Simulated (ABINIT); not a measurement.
Crystal: C.

```
C
1.0
     2.12732   -1.22828    0.00000
     2.12732    1.22828    0.00000
    -1.37907    0.00000    3.50283
C
2
Direct
  0.16664 0.16664 0.99991
  0.83336 0.83336 0.00009
```

This is a stacking variant of graphite.

Base run:

- Program: ABINIT 10.8.3 (patched build)
- Functional: PBE
- Potentials or basis: PseudoDojo NC SR PBE v0.4 stringent
- Cutoff: 1116 eV
- k mesh: 13 × 13 × 8
- Occupations: fermi-dirac, width 0.05 eV
- Spin: no spin polarisation

Its results: band gap on the k mesh 0.93 eV, indirect (least direct gap 0.94 eV); pressure 3.6 GPa; largest force 0.005 eV/Å.

Q: The run is repeated on the same cell with these changes: potentials or basis from PseudoDojo NC SR PBE v0.4 stringent to SPMS NC PBE v1.0; cutoff from 1116 eV to 952 eV. What comes out?

A: Band gap on the k mesh 0.93 eV, indirect (least direct gap 0.94 eV); pressure 2.4 GPa; largest force 0.005 eV/Å.

Caveats: an odd mesh through Γ misses points on the zone boundary, where band edges often lie; this functional lacks dispersion, which binds the layers, so the pressure and a relaxed spacing across them are unreliable.
